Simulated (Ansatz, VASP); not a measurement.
# Two plane-wave programs on Ir

```xyz
4
Lattice="3.9442 0.0000 0.0000 -1.9721 3.4158 0.0000 0.0000 0.0000 6.2946" Properties=species:S:1:pos:R:3 pbc="T T T"
Ir    0.0000    2.2772    2.7729
Ir    1.9721    1.1386    5.9202
Ir    1.9721    1.1386    3.5217
Ir    0.0000    2.2772    0.3744
```

Alike in both runs: functional r2SCAN; k mesh 6 × 6 × 4; occupations gaussian, width 0.1 eV; no spin polarisation.

Ansatz relaxed the structure, and its values are those at the end. VASP's run is a single point on that final structure, the one shown.

```csv
,VASP,Ansatz
version,VASP 6.6.1,Ansatz 0.2.0
potentials or method,"VASP PAW PBE potentials, release 64 (Ir)","scalar-relativistic, plane waves, PAW"
plane-wave cutoff (eV),520,500
valence electrons in the cell,36,68
```

Ansatz gave:

| Property | Result |
| --- | --- |
| gap on the k mesh at the Fermi level (eV) | none |
| pressure (GPa) | 0.1 |
| rms of the force components (eV/Å) | 0.022 |

What did VASP give for the same quantities?

gap on the k mesh at the Fermi level (eV): none; pressure (GPa): 0.5; rms of the force components (eV/Å): 0.014.

A gap of «none» marks a metal or a gap that the smearing closes. The functional is the same, so the differences come from potentials, cutoffs and numerics. The two sets of potentials don't hold the same shells in valence.

Caveats: the PAW data sets were made with another functional, which shifts forces and pressure a little (VASP). Spin-orbit coupling is left out, which matters for the levels of Ir.
